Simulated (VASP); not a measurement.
## VASP 6.6.1 run: LiH

INCAR

```
ISMEAR = -1
NELMDL = -12
EDIFF = 1E-7
IMIX = 1
NELM = 91
LWAVE = .FALSE.
LASPH = .TRUE.
IBRION = -1
SIGMA = 0.02
GGA = CA
LREAL = .FALSE.
LCHARG = .FALSE.
ISIF = 2
AMIX = 0.1
ENCUT = 520
NSW = 0
PREC = Accurate
NBANDS = 9
```

KPOINTS

```
KPOINTS created by Atomic Simulation Environment
0
Gamma
8 8 8
0 0 0
```

POSCAR

```
Li H
 1.0000000000000000
     2.5194999999999999   -0.0593000000000000    0.0130000000000000
    -0.0593000000000000    2.4843000000000002    0.0317000000000000
     0.0130000000000000    0.0317000000000000    2.4643000000000002
 Li  H
   1   1
Cartesian
  0.0107151700000000  0.1308386400000000  0.1350378000000000
  1.1851474999999998  1.2439591400000001  1.2159845200000001
```

The recommended LDA PAW datasets give the neutral cell 4 valence electrons.

Command

```
mpirun -np 1 vasp_std
```

OSZICAR

```
N       E                     dE             d eps       ncg     rms          rms(c)
DAV:   1    -0.984000385536E+00   -0.98400E+00   -0.14702E+03  4824   0.399E+02
DAV:   2    -0.618866048565E+01   -0.52047E+01   -0.51787E+01  6531   0.553E+01
DAV:   3    -0.630487418825E+01   -0.11621E+00   -0.11614E+00  5515   0.728E+00
DAV:   4    -0.630588869540E+01   -0.10145E-02   -0.10143E-02  6160   0.521E-01
DAV:   5    -0.630589406379E+01   -0.53684E-05   -0.53683E-05  5546   0.271E-02
DAV:   6    -0.630589410148E+01   -0.37687E-07   -0.37637E-07  6019   0.187E-03
DAV:   7    -0.630589410188E+01   -0.39299E-09   -0.29812E-09  5220   0.138E-04
DAV:   8    -0.630589410173E+01    0.14435E-09   -0.36431E-11  3910   0.173E-05
DAV:   9    -0.630589410173E+01    0.73896E-12   -0.16457E-12  3028   0.429E-06
DAV:  10    -0.630589410200E+01   -0.27396E-09   -0.46335E-13  2830   0.178E-06
...
DAV:  53    -0.602390840128E+01    0.11653E-05   -0.32229E-07  6060   0.198E-03    0.171E-02
DAV:  54    -0.602390753269E+01    0.86860E-06   -0.25178E-07  5920   0.178E-03    0.155E-02
DAV:  55    -0.602390688853E+01    0.64415E-06   -0.19421E-07  5380   0.158E-03    0.141E-02
DAV:  56    -0.602390641154E+01    0.47700E-06   -0.15144E-07  5010   0.143E-03    0.128E-02
DAV:  57    -0.602390606061E+01    0.35093E-06   -0.11786E-07  4629   0.127E-03    0.116E-02
DAV:  58    -0.602390580373E+01    0.25688E-06   -0.89625E-08  3641   0.114E-03    0.105E-02
DAV:  59    -0.602390561703E+01    0.18670E-06   -0.75195E-08  3525   0.106E-03    0.959E-03
DAV:  60    -0.602390548218E+01    0.13484E-06   -0.57383E-08  3476   0.918E-04    0.872E-03
DAV:  61    -0.602390538611E+01    0.96070E-07   -0.44454E-08  3100   0.822E-04
   1 F= -.60239054E+01 E0= -.60239053E+01  d E =-.130223E-06
```

From OUTCAR

```
k-points           NKPTS =    260   k-points in BZ     NKDIM =    260   number of bands    NBANDS=      9

   NELECT =       4.0000    total number of electrons

   dimension x,y,z NGX =    20 NGY =   18 NGZ =   18
   dimension x,y,z NGXF=    40 NGYF=   36 NGZF=   36

  energy-cutoff  :      520.00
  volume of cell :       15.41
      direct lattice vectors                 reciprocal lattice vectors
     2.519500000 -0.059300000  0.013000000     0.397139372  0.009507972 -0.002217350
    -0.059300000  2.484300000  0.031700000     0.009507972  0.402821590 -0.005231931
     0.013000000  0.031700000  2.464300000    -0.002217350 -0.005231931  0.405873748

 k-points in reciprocal lattice and weights: KPOINTS created by Atomic Simulation Env
   0.00000000  0.00000000  0.00000000       0.002
   0.12500000 -0.00000000  0.00000000       0.004
   0.25000000 -0.00000000  0.00000000       0.004
   0.37500000 -0.00000000  0.00000000       0.004
   0.50000000 -0.00000000  0.00000000       0.002
   0.00000000  0.12500000 -0.00000000       0.004
   0.12500000  0.12500000  0.00000000       0.004
   0.25000000  0.12500000 -0.00000000       0.004
   ...

 E-fermi :   3.9315

 k-point     1 :       0.0000    0.0000    0.0000
  band No.  band energies     occupation
      1     -43.4822      2.00000
      2      -5.2630      2.00000
      3      14.4112      0.00000
      4      15.1728      0.00000
      5      15.6380      0.00000
      6      17.7679      0.00000
      7      18.5390      0.00000
      8      18.9175      0.00000
      9      34.3062      0.00000

 k-point     2 :       0.1250   -0.0000    0.0000
  band No.  band energies     occupation
      1     -43.4738      2.00000
      2      -5.0416      2.00000
      3      11.4557      0.00000
      4      15.1725      0.00000
      5      15.9543      0.00000
      6      17.9589      0.00000
      7      19.2515      0.00000
      8      22.1910      0.00000
      9      32.2630      0.00000

 k-point     3 :       0.2500   -0.0000    0.0000
  band No.  band energies     occupation
      1     -43.4535      2.00000
      2      -4.4234      2.00000
      3       7.8342      0.00000
      4      15.5339      0.00000
      5      16.9402      0.00000
      6      17.9902      0.00000
      7      20.3668      0.00000
      8      27.6339      0.00000
      9      28.6936      0.00000

 k-point     4 :       0.3750   -0.0000    0.0000
  band No.  band energies     occupation
      1     -43.4331      2.00000
      2      -3.6132      2.00000
      3       5.1785      0.00000
      4      15.5301      0.00000
      5      18.4543      0.00000
      6      18.9268      0.00000
      7      22.1681      0.00000
      8      25.0965      0.00000
      9      25.6942      0.00000

 k-point     5 :       0.5000   -0.0000    0.0000
  band No.  band energies     occupation
      1     -43.4247      2.00000
      2      -3.1736      2.00000
      3       4.1217      0.00015
      4      15.4283      0.00000
      5      19.6463      0.00000
      6      19.9020      0.00000
      7      22.9163      0.00000
      8      23.8251      0.00000
      9      24.6820      0.00000

 ...

  Total       -0.4023130     -0.0899841      0.1136159     -0.0554269      0.1419556      0.0726923
  in kB      -41.8206938     -9.3539005     11.8104476     -5.7616650     14.7563719      7.5564151
  external PRESSURE =     -13.1213822 kB  Pullay stress =       0.0000000 kB

 POSITION                                       TOTAL-FORCE (eV/Angst)
 -----------------------------------------------------------------------------------
      0.01072      0.13084      0.13504        -0.033021     -0.030885     -0.040063
      1.18515      1.24396      1.21598         0.033021      0.030885      0.040063
 -----------------------------------------------------------------------------------
    total drift:                               -0.000664      0.000374      0.000129

  FREE ENERGIE OF THE ION-ELECTRON SYSTEM (eV)
  ---------------------------------------------------
  free  energy   TOTEN  =        -6.0239053861 eV

  energy  without entropy=       -6.0239052559  energy(sigma->0) =       -6.02390532
```

It converged. Results: gap between bands v and c on the k mesh 0.38 eV; least direct gap on the k mesh 3.50 eV; pressure -1.3 GPa; largest force 0.06 eV/Å. Band v is the last that the valence electrons fill when counted band by band, and c is the next.

For comparison, a separate LDA run of the intended cell, on usual settings and not on those above, gives a gap of 0.38 eV on its mesh and a pressure of -1.3 GPa.

The run above took about 64 s on one core of a shared host (Intel Xeon Platinum 8488C) and held 0.14 GiB at most.
